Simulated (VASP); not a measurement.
Output of a VASP run:

### OSZICAR
```
       N       E                     dE             d eps       ncg     rms          rms(c)
DAV:   1     0.348892400382E+03    0.34889E+03   -0.18626E+04  1592   0.230E+03
DAV:   2     0.204894550118E+02   -0.32840E+03   -0.32053E+03  1644   0.486E+02
DAV:   3    -0.256547593482E+02   -0.46144E+02   -0.45255E+02  2160   0.186E+02
DAV:   4    -0.272054069359E+02   -0.15506E+01   -0.15469E+01  1914   0.361E+01
DAV:   5    -0.272495774252E+02   -0.44170E-01   -0.44161E-01  2076   0.603E+00    0.138E+01
DAV:   6    -0.231305661713E+02    0.41190E+01   -0.18129E+01  2730   0.592E+01    0.103E+01
DAV:   7    -0.232154016734E+02   -0.84836E-01   -0.20025E+00  1608   0.115E+01    0.326E+00
DAV:   8    -0.231745996601E+02    0.40802E-01   -0.21956E-01  2538   0.491E+00    0.172E+00
DAV:   9    -0.231597931044E+02    0.14807E-01   -0.53577E-02  2664   0.366E+00    0.448E-01
DAV:  10    -0.231574283119E+02    0.23648E-02   -0.95360E-03  2592   0.143E+00    0.164E-01
DAV:  11    -0.231578684240E+02   -0.44011E-03   -0.48451E-03  2480   0.643E-01    0.170E-01
DAV:  12    -0.231576401228E+02    0.22830E-03   -0.94801E-04  2476   0.385E-01    0.253E-02
DAV:  13    -0.231576469444E+02   -0.68216E-05   -0.83509E-05  1870   0.645E-02    0.139E-02
DAV:  14    -0.231576464595E+02    0.48489E-06   -0.17767E-06  1476   0.147E-02
   1 F= -.23157646E+02 E0= -.23157747E+02  d E =-.231576E+02
       N       E                     dE             d eps       ncg     rms          rms(c)
DAV:   1    -0.231590885050E+02   -0.14416E-02   -0.41556E-02  1866   0.416E+00    0.276E-01
DAV:   2    -0.231578869852E+02    0.12015E-02   -0.35265E-03  1974   0.127E+00    0.926E-02
DAV:   3    -0.231576653476E+02    0.22164E-03   -0.67373E-04  2106   0.657E-01    0.356E-02
DAV:   4    -0.231576616107E+02    0.37369E-05   -0.10937E-04  2466   0.118E-01    0.201E-02
DAV:   5    -0.231576611472E+02    0.46348E-06   -0.11379E-05  2130   0.343E-02    0.164E-02
DAV:   6    -0.231576623914E+02   -0.12441E-05   -0.38495E-06  1524   0.178E-02    0.354E-03
DAV:   7    -0.231576618635E+02    0.52789E-06   -0.71142E-07   828   0.159E-02
   2 F= -.23157662E+02 E0= -.23157762E+02  d E =-.154039E-04
```

### OUTCAR
```
------------------------ aborting loop because EDIFF is reached ----------------------------------------
  FORCE on cell =-STRESS in cart. coord.  units (eV):
  Direction    XX          YY          ZZ          XY          YZ          ZX
  --------------------------------------------------------------------------------------
  Total        0.0580843      0.0580843      0.0534528      0.0000000      0.0000000      0.0000000
  in kB        1.5028509      1.5028510      1.3830167      0.0000000      0.0000000      0.0000000
  external PRESSURE =       1.4629062 kB  Pullay stress =       0.0000000 kB
  volume of cell :       61.92
      direct lattice vectors                 reciprocal lattice vectors
     1.769057102 -3.064096852 -0.000000000     0.282636439 -0.163180221 -0.000000000
     1.769057102  3.064096852  0.000000000     0.282636439  0.163180221 -0.000000000
     0.000000000  0.000000000  5.711880456     0.000000000 -0.000000000  0.175073692
 POSITION                                       TOTAL-FORCE (eV/Angst)
 -----------------------------------------------------------------------------------
      1.76906     -1.02137      2.85532         0.000000     -0.000000      0.009453
      1.76906      1.02137      5.71126         0.000000      0.000000      0.009453
      1.76906     -1.02137      5.02136        -0.000000      0.000000     -0.009453
      1.76906      1.02137      2.16542        -0.000000      0.000000     -0.009453
 -----------------------------------------------------------------------------------
    total drift:                               -0.000000      0.001508     -0.000018
  FREE ENERGIE OF THE ION-ELECTRON SYSTEM (eV)
  ---------------------------------------------------
  free  energy   TOTEN  =       -23.1576618635 eV

  energy  without entropy=      -23.1579615463  energy(sigma->0) =      -23.15776176

 reached required accuracy - stopping structural energy minimisation
```
(Selected blocks of OUTCAR.)

File POSCAR:
```
InN
1
    1.7707735061    -3.0670697520    -0.0000000000
    1.7707735061     3.0670697520     0.0000000000
    0.0000000000     0.0000000000     5.7127163886
In N
2 2
Direct
  0.6666670000   0.3333330000   0.4998678299
  0.3333330000   0.6666670000   0.9998678299
  0.6666670000   0.3333330000   0.8791321701
  0.3333330000   0.6666670000   0.3791321701
```

Write an INCAR and KPOINTS that could have produced this output.

One answer among several that fit: the input of the run itself, PBEsol GGA, plane waves, VASP's PBE PAW potentials (set 64).

INCAR:
```
LWAVE = .FALSE.
SYSTEM = InN
LCHARG = .FALSE.
PREC = Accurate
EDIFFG = -0.02   # ionic stop
GGA = PS   # PBEsol
NELM = 100   # most electronic steps
NSW = 60   # most ionic steps
IBRION = 2
ENCUT = 520
EDIFF = 1E-6   # SCF stop (eV)
LMAXMIX = 4
LASPH = .TRUE.
ISMEAR = 1
ALGO = Normal
ISIF = 3
LREAL = .FALSE.   # projection in real space or not
SIGMA = 0.1
```

File KPOINTS:
```
Regular mesh
0
Gamma
9 9 5
0 0 0
```

POTCAR, in this order: In_d N (PBE.64 set). Program: vasp_std.

The compound is InN in the wurtzite structure. This run relaxes it. Symmetry was kept, so distortions that lower it aren't found. The start is the result of an earlier pass.
